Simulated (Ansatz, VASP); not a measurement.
## Ge: VASP beside Ansatz

File INCAR:

```
ALGO     = Normal         # electronic algorithm
EDIFF    = 1E-6           # SCF threshold, eV
ENCUT    = 520            # plane-wave cutoff, eV
ISIF     = 2              # what is computed and relaxed
ISMEAR   = -1             # smearing method
LASPH    = T              # aspherical terms in the spheres
LCHARG   = F              # write CHGCAR
LREAL    = F              # projectors in reciprocal space
LWAVE    = F              # write WAVECAR
NBANDS   = 21             # bands
NELM     = 60             # most SCF steps
PREC     = Accurate       # precision mode
SIGMA    = 0.05           # smearing width, eV
```

File KPOINTS:

```
k-points
0
Gamma
  10 10 10
```

Contents of POSCAR:

```
Ge
1.0
    0.0000000000      2.7905386918      2.7905386918
    2.7905386918      0.0000000000      2.7905386918
    2.7905386918      2.7905386918      0.0000000000
Ge
2
Direct
    0.5000000000      0.5000000000      0.5000000000
    0.7500000000      0.7500000000      0.7500000000
```

Input for Ansatz:

```yaml
crystal:
  lattice:
    - [0.0, 2.7905386918, 2.7905386918]
    - [2.7905386918, 0.0, 2.7905386918]
    - [2.7905386918, 2.7905386918, 0.0]
  atoms:
    - { symbol: Ge, position: [0.5, 0.5, 0.5] }
    - { symbol: Ge, position: [0.75, 0.75, 0.75] }
kpoints:
  mp_grid: { grid: [10, 10, 10] }
scf:
  occupations: { method: fermi_dirac, width: 0.05 }
hamiltonian:
  xc: lda
  pseudopotentials: { kind: all_electron, lapw: { basis_error: 0.00025 } }
output:
  forces: true
  stress: true
  eigenvalues: true
```

Change from the starting cell: volume scaled by 0.96.

Alike in both runs: task single point; functional LDA; k mesh 10 × 10 × 10; occupations fermi-dirac, width 0.05 eV; no spin polarisation.

```csv
,VASP,Ansatz
version,VASP 6.6.1,Ansatz 0.2.0
potentials or method,"VASP PAW LDA potentials, release 64 (Ge_d)","all-electron LAPW, scalar-relativistic"
plane-wave cutoff (eV),520,see its input
```

VASP gave:

- pressure (GPa): 1.9

Estimate Ansatz's values.

pressure (GPa): 1.7.

Ansatz ran all-electron here, so the differences hold the error of VASP's frozen core and of both bases.
